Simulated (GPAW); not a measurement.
Wanted: an ASE script for a GPAW 26.7.0 run.

```yaml
Task: single point
Functional: PBEh(alpha)
Potentials_or_basis: GPAW PAW data sets (gpaw-data 1.2.1)
Cutoff: 600 eV
Basis: pw
k_mesh: 3 × 3 × 3
Occupations: fermi-dirac, width 0.05 eV
Spin: no spin polarisation
Maxiter: 60
Ranks: 4
exact-exchange_share: 0.1
```

The system is MgO.

```
Mg O
1.0
     2.93802    0.00000    0.00000
    -1.46901    2.54440    0.00000
     0.00000    0.00000    2.67968
Mg O
1 1
Cartesian
  0.0000 0.0000 0.0000
  0.0000 1.6963 1.3398
```

Measurements of this composition are mostly on another form, of space group No. 225.

The input as run:

run.py

```python
from ase import Atoms
from ase.dft.bandgap import bandgap
from ase.io import write
from ase.parallel import parprint
from gpaw import GPAW, PW

atoms = Atoms(['Mg', 'O'],
              cell=[[2.9380209034, 0.0, 0.0],
                    [-1.4690104517, 2.5444007392, 0.0],
                    [0.0, 0.0, 2.67968]],
              scaled_positions=[[0.0, 0.0, 0.0],
                                [0.3333333333, 0.6666666667, 0.5]],
              pbc=True)

calc = GPAW(mode=PW(600),
            xc={'name': '0.900_GGA_X_PBE+1.0_GGA_C_PBE', 'fraction': 0.1, 'omega': 0.0, 'backend': 'pw'},
            kpts={'size': (3, 3, 3), 'gamma': True},
            occupations={'name': 'fermi-dirac', 'width': 0.05},
            nbands=13,
            convergence={'density': 1e-05, 'energy': 1e-05},
            maxiter=60,
            txt='gpaw.txt')
atoms.calc = calc
energy = atoms.get_potential_energy()
calc.write('gs.gpw')
write('result.traj', atoms)
parprint(f'Energy: {energy:.6f} eV')
parprint('Fermi level:', round(calc.get_fermi_level(), 4), 'eV')
parprint(f'Gap: {bandgap(calc)[0]:.4f} eV, direct: {bandgap(calc, direct=True)[0]:.4f} eV')
```

Potentials or basis: GPAW PAW data sets (gpaw-data 1.2.1), pw.

The run is started by

```console
$ OMP_NUM_THREADS=1 mpirun -n 4 gpaw python run.py
```

It gave:

| Item | Value |
| --- | --- |
| Band gap on the k mesh | 3.93 eV, indirect (least direct gap 4.35 eV) |

Caveat: the k mesh is coarse (spacing up to 0.82 Å⁻¹), so the values aren't converged; exact exchange converges slowly with the k mesh, and this mesh is small; an odd mesh through Γ misses points on the zone boundary, where band edges often lie.

It took 61 s on 4 MPI ranks on Arm Neoverse V2, with other jobs on the host, peak memory 0.16 GiB a rank.
